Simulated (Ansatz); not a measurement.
## InN: response to strain

Take InN in the zinc blende structure (space group F-43m, No. 216; a = 5.049 Å) as the base. Axes: x, y, z lie along the cube axes.

Strains are applied to the cell and any free atomic positions relax; under biaxial strain the out-of-plane vector relaxes too.

Computed with Kohn–Sham DFT with the PBE functional, run in Ansatz (a program for electronic structure) with PAW and 420 eV plane waves, scalar-relativistic without spin-orbit coupling, earlier PAW set.

Candidates:
(a) biaxial strain +1.31 %, plane normal [111], relaxed out of plane
(b) biaxial strain +2.40 %, plane normal [110], relaxed out of plane
(c) tensor shear ε_xy = +1.30 %
(d) biaxial strain −4.18 %, plane normal [001], relaxed out of plane
(e) tensor shear ε_xz = +0.63 %

Notes on the quantities. energy relative to the base: free energy F.

Problem. Order them by energy relative to the base, highest first.

Solution. (d) biaxial strain −4.18 %, plane normal [001], relaxed out of plane (+26 meV/atom), (b) biaxial strain +2.40 %, plane normal [110], relaxed out of plane (+13 meV/atom), (a) biaxial strain +1.31 %, plane normal [111], relaxed out of plane (+4.2 meV/atom), (c) tensor shear ε_xy = +1.30 % (+2.6 meV/atom), (e) tensor shear ε_xz = +0.63 % (+0.6 meV/atom)

A biaxial case was relaxed in a doubled cell and then solved in the primitive one. A case with no gap was solved on a k-mesh chosen for an insulator, which is coarse for it. No phonon test of stability was made. The final runs are not spin-polarised. This is not the structure that InN has at room temperature and ambient pressure.
